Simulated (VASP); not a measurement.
# Sn: equation of state with LDA

Crystal: Sn.

```
CELL_PARAMETERS angstrom
0.00000 3.23919 3.23919
3.23919 0.00000 3.23919
3.23919 3.23919 0.00000
ATOMIC_POSITIONS crystal
Sn 0.75000 0.75000 0.75000
Sn 0.50000 0.50000 0.50000
```

This isn't the form of Sn at room conditions, which is tetragonal (white tin).

```
Program                : VASP 6.6.1
Task                   : equation of state
Functional             : LDA
Potentials or basis    : VASP PAW LDA potentials, release 64 (Sn_d)
Cutoff                 : 520 eV
k mesh                 : 6 × 6 × 6
Occupations            : fermi-dirac, width 0.05 eV
Spin                   : no spin polarisation
Ladder                 : gaps
Further INCAR settings : ALGO = Normal; EDIFF = 1e-06
```

| Quantity | Value |
| --- | --- |
| Equilibrium volume | 34.00 Å³/atom |
| Bulk modulus | 45 GPa |
| Pressure derivative of the bulk modulus | 4.9 (rough: it moves with the points fitted) |

Energy against volume, from the lowest point:
```
volume (Å³/atom)  energy (meV/atom)
          32.627               8.50
          33.307               2.09
          33.987               0.00
          34.666               1.76
          35.346               6.95
```

All runs of the series together: 63 s on 1 thread of Intel(R) Xeon(R) Platinum 8259CL CPU @ 2.50GHz (Skylake/Cascade Lake), with other jobs on the host.
